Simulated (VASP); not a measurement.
BiTe, 2 atoms in the cell. The structure is trigonal, space group R-3m (No. 166). Conventional cell: a = 4.700 Å, b = 4.700 Å, c = 10.250 Å, α = 90.00°, β = 90.00°, γ = 120.00°. Around Bi (site symmetry -3m) lie 6 Te at 3.21 Å. Te (site symmetry -3m) is surrounded by 6 Bi at 3.21 Å. The cell comes from a database or a generator and needn't be the stable form of this composition. The cell isn't the ideal one: strain -0.030 along x and y, +0.030 along z, atoms carried along.

- Program: VASP 6.6.1
- Task: single point
- Functional: LDA
- Potentials or basis: VASP PAW LDA potentials, release 64 (Bi_d, Te)
- Cutoff: 520 eV
- k mesh: 12 × 12 × 12
- Occupations: gaussian, width 0.15 eV
- Spin: no spin polarisation
- Dipole correction: no
- Further INCAR settings: ALGO = Normal; EDIFF = 1e-06; NBANDS = 18

Potentials or basis: VASP PAW LDA potentials, release 64 (Bi_d, Te).

Command:

```bash
$ cat potpaw_LDA.64/Bi_d/POTCAR potpaw_LDA.64/Te/POTCAR > POTCAR
$ mpirun -np 1 vasp_std > vasp.out
```

Hardware: 1 thread of AMD EPYC 7R43 64-Core Processor (Zen 3), on a shared host.

Task: How long does it take, and how much memory?

Result: Wall time 2.7 min on 1 thread of AMD EPYC 7R43 64-Core Processor (Zen 3) (shared host), peak memory 0.27 GiB. Counts: scf iterations 11, k points 189.
